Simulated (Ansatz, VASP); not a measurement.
One calculation of Fe, two programs

The input INCAR:

```
SYSTEM = Fe
PREC = Accurate
ENCUT = 520
EDIFF = 1E-7
ISMEAR = -1
SIGMA = 0.05
LREAL = .FALSE.
LASPH = .TRUE.
NELM = 150
ALGO = Normal
ISIF = 2
LWAVE = .FALSE.
LCHARG = .FALSE.
ISPIN = 2
MAGMOM = 3
LORBIT = 11
LMAXMIX = 4
GGA = PE
NBANDS = 14
```

File KPOINTS:

```
regular mesh
0
G
  11 11 11
  0 0 0
```

File POSCAR:

```
Fe
1.0
   -1.4430000000      1.4430000000      1.4430000000
    1.4430000000     -1.4430000000      1.4430000000
    1.4430000000      1.4430000000     -1.4430000000
Fe
1
Direct
    0.0000000000      0.0000000000      0.0000000000
```

Contents of input.yaml:

```yaml
crystal:
  lattice:
    - [-1.443, 1.443, 1.443]
    - [1.443, -1.443, 1.443]
    - [1.443, 1.443, -1.443]
  atoms:
    - { symbol: Fe, position: [0.0, 0.0, 0.0], spin: 3.0 }
hamiltonian:
  xc: pbe
  pseudopotentials: { kind: paw }
magnetization:
  spin_polarized: true
kpoints:
  mp_grid: { grid: [11, 11, 11] }
  band_path:
    path:
      - [[0.0, 0.0, 0.0], [0.5, -0.5, 0.5], [0.0, 0.0, 0.5], [0.0, 0.0, 0.0], [0.25, 0.25, 0.25], [0.5, -0.5, 0.5]]
      - [[0.25, 0.25, 0.25], [0.0, 0.0, 0.5]]
    npoints: 14
scf:
  occupations: { method: fermi_dirac, width: 0.05 }
  n_extra_bands: 6
output:
  forces: true
  stress: true
  eigenvalues: true
  fatbands: false
  write_density: true
  write_potential: true
  elf: true
  volumetric_format: npy
```

Alike in both runs: functional PBE; k mesh 11 × 11 × 11; occupations fermi-dirac, width 0.05 eV; collinear spin.

```csv
,VASP,Ansatz
version,VASP 6.6.1,Ansatz 0.2.0
potentials or method,"VASP PAW PBE potentials, release 64 (Fe)",Ansatz PAW
plane-wave cutoff (eV),520,420
valence electrons in the cell,8,16
task,single point,band structure
```

```tsv
	VASP	Ansatz	Ansatz less VASP
gap on the k mesh at the Fermi level (eV)	none	none	-
pressure (GPa)	-9.4	-9.5	-0.03
net moment per atom (μB)	2.28	2.26	-0.014
size of the moment on the site where the two differ most (μB)	2.29	2.32	+0.033
```

Site moments also hang on the region over which each program counts them. A gap of «none» marks a metal or a gap that the smearing closes. The two sets of potentials don't hold the same shells in valence.
